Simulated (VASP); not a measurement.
MgSe, 2 atoms in the cell. The structure is cubic, space group Fm-3m (No. 225). The conventional cell has a = 5.509 Å, b = 5.509 Å, c = 5.509 Å, α = 90.00°, β = 90.00°, γ = 90.00°. Mg (site symmetry m-3m) has 6 Se at 2.75 Å as nearest neighbours. Around Se (site symmetry m-3m) lie 6 Mg at 2.75 Å. 

* Program: VASP 6.6.1
* Task: single point
* Functional: PBE
* Potentials or basis: VASP PAW PBE potentials, release 64 (Mg, Se)
* Cutoff: 520 eV
* k mesh: 7 × 7 × 7
* Occupations: gaussian, width 0.01 eV
* Spin: no spin polarisation
* Dipole correction: no
* Further INCAR settings: ALGO = Normal; EDIFF = 1e-07; NBANDS = 11

Potentials or basis: VASP PAW PBE potentials, release 64 (Mg, Se).

The run is started by

```sh
$ cat potpaw_PBE.64/Mg/POTCAR potpaw_PBE.64/Se/POTCAR > POTCAR
$ mpirun -np 1 vasp_std > vasp.out
```

Hardware: 1 thread of Intel(R) Xeon(R) Platinum 8488C (Sapphire Rapids) (shared host).

Estimate the wall time of this run.

Wall time 10 s on 1 thread of Intel(R) Xeon(R) Platinum 8488C (Sapphire Rapids), with other jobs on the host, peak memory 0.16 GiB. Counts: scf iterations 13, k points 20.
